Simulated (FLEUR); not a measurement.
## Ta: single point with PBEsol

The system is Ta.

```
Ta
1.0
     2.90037    0.00000    0.00000
    -1.45019    2.51180    0.00000
     0.00000    0.00000    5.16627
Ta
2
Direct
  0.33032 0.67247 0.24286
  0.66260 0.32497 0.75926
```

This isn't the form of Ta at room conditions, which is bcc.

The cell isn't the ideal one: atoms moved at random, drawn with an rms of 0.05 Å.

- Program: FLEUR MaX-R8.1 (later development tree)
- Task: single point
- Functional: PBEsol
- Potentials or basis: all-electron
- Basis: FLAPW
- Kmax: 4.1 1/bohr
- k mesh: 11 × 11 × 5
- Occupations: fermi-dirac, width 0.05 eV
- Spin: no spin polarisation

The largest force is 0.894 eV/Å and the band gap on the k mesh is none (metal or under the smearing width). The valence electrons inside the program's atomic spheres are Ta 24.69 (radii Ta 2.46 bohr).

Forces on the atoms (eV/Å):
```
Ta  -0.023  0.040  0.893
Ta   0.023 -0.040 -0.893
```

Levels at points of the mesh, in eV from the Fermi level:
```
           k point  band 24  band 25  band 26  band 27  band 28  band 29  band 30  band 31
(0.00, 0.00, 0.00)    -4.93    -0.65    -0.03     0.53     0.57     1.08     1.14     2.85
```

Core levels (eV from the Fermi level):
```tsv
atom	levels
1 Ta	1s1/2 -67249.6, 2s1/2 -11542.6, 2p1/2 -11030.9, 2p3/2 -9761.3, 3s1/2 -2639.8, 3p1/2 -2412.5, 3p3/2 -2139.2, 4s1/2 -533.6, 3d3/2 -1755.6, 3d5/2 -1696.1, 4p1/2 -440.0, 4p3/2 -377.0, 4d3/2 -223.2, 4d5/2 -211.6
2 Ta	1s1/2 -67249.6, 2s1/2 -11542.6, 2p1/2 -11030.9, 2p3/2 -9761.3, 3s1/2 -2639.8, 3p1/2 -2412.5, 3p3/2 -2139.2, 4s1/2 -533.6, 3d3/2 -1755.6, 3d5/2 -1696.1, 4p1/2 -440.0, 4p3/2 -377.0, 4d3/2 -223.2, 4d5/2 -211.6
```

It took 12 min on 1 thread of Arm Neoverse V2, on a shared host, peak memory 0.15 GiB.

Spin-orbit coupling is left out, which matters for the levels of Ta.
